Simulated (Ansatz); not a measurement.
**Phases of HfO$_{2}$ at 32 GPa**

Structure types of HfO$_{2}$ are relaxed in primitive cells with their symmetry kept at 32 GPa, on PAW files; LAPW relaxes the small cells further and takes the PAW cell for the others (marked *). The enthalpy is E + pV at zero temperature, without zero-point motion. Only the types listed were tried, and differences under about 5 meV/atom are mesh noise. The real phase may be another.

Computed with Ansatz 0.2.0; functional PBE, scalar-relativistic. Settings: Fermi–Dirac smearing of 0.1 eV, no spin polarisation. Methods: LAPW: all electrons, basis error target 0.5 meV/atom; PAW: frozen-core files, cutoff 420 eV.

k meshes: fluorite 11×11×11, rutile 7×7×11, CdI2 13×13×7.

Spin–orbit coupling is left out, which matters for the heavy atoms.

Order the types by LAPW enthalpy, lowest first.
A. rutile
B. fluorite
C. CdI2

B (0 meV/atom), A (257 meV/atom), C (483 meV/atom).

```tsv
start type	ends as	a, b, c (Å)	V (Å³/atom)	H − H(lowest), LAPW (meV/atom)	same, PAW
fluorite	fluorite, Fm-3m	4.923, 4.923, 4.923	9.95	0.0	0.0
rutile*	rutile, P4_2/mnm	4.653, 4.653, 3.157	11.39	257.3	256.3
CdI2	CdI2, P-3m1	3.152, 3.152, 3.777	10.83	482.7	482.1
```

Split the lead of fluorite over rutile into energy and pV.

For rutile less fluorite: ΔE = -31.6 meV/atom, and p·ΔV = 32 GPa × +1.4462 Å³ × 6.242 meV/(GPa·Å³) = +288.8 meV/atom, together 257.2 meV/atom. fluorite wins by its smaller volume, against the internal energy.
